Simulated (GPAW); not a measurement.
A run of GPAW 26.7.0:

Contents of run.py:

```python
from ase.dft.bandgap import bandgap
from ase.io import read, write
from ase.units import Bohr, GPa
from gpaw import GPAW, PW
from gpaw.elf import elf_from_dft_calculation

atoms = read('Ni3Ge.xyz')
atoms.set_initial_magnetic_moments([0.0, 1.0, 1.0, 1.0])

calc = GPAW(mode=PW(600),
            xc='LDA',
            kpts={'size': (8, 8, 8), 'gamma': True},
            occupations={'name': 'methfessel-paxton', 'order': 0, 'width': 0.05},
            nbands=45,
            convergence={'density': 1e-05, 'energy': 1e-05},
            maxiter=150,
            txt='gpaw.txt')
atoms.calc = calc
energy = atoms.get_potential_energy()
forces = atoms.get_forces()
stress = atoms.get_stress()
calc.write('gs.gpw')
write('result.traj', atoms)
print(f'Energy: {energy:.6f} eV')
print('Forces (eV/A):')
print(forces.round(4))
print('Stress (GPa):', (stress / GPa).round(3))
print('Moments:', calc.get_magnetic_moments().round(3))
print('Fermi level:', round(calc.get_fermi_level(), 4), 'eV')
print(f'Gap: {bandgap(calc)[0]:.4f} eV, direct: {bandgap(calc, direct=True)[0]:.4f} eV')

# fields on the real-space grid
write('density.cube', atoms, data=calc.get_pseudo_density() * Bohr**3)
write('potential.cube', atoms, data=calc.get_electrostatic_potential())
write('spin.cube', atoms, data=(calc.get_pseudo_density(spin=0) - calc.get_pseudo_density(spin=1)) * Bohr**3)
write('elf.cube', atoms, data=elf_from_dft_calculation(calc).data)
```

Ni3Ge.xyz

```xyz
4
Lattice="3.5303341067 0.0000000000 0.0000000000 0.0000000000 3.5303341067 0.0000000000 0.0000000000 0.0000000000 3.5303341067" Properties=species:S:1:pos:R:3 pbc="T T T"
Ge     0.0000000000      0.0000000000      0.0000000000
Ni     1.7651670534      1.7651670534      0.0000000000
Ni     0.0000000000      1.7651670534      1.7651670534
Ni     1.7651670534      0.0000000000      1.7651670534
```

Potentials or basis: the program's PAW data sets (release 1.2.1) made for this functional, pw.

Run with:

```bash
$ OMP_NUM_THREADS=1 python run.py
```

Hardware: 1 thread of Arm Neoverse V1, with other jobs on the host.

**Question.** Estimate the wall time of this run.

**Answer.** Wall time 88 s on 1 thread of Arm Neoverse V1, with other jobs on the host, peak memory 0.23 GiB. Counts: scf iterations 12, plane waves 1492, bands 45, k points 35.
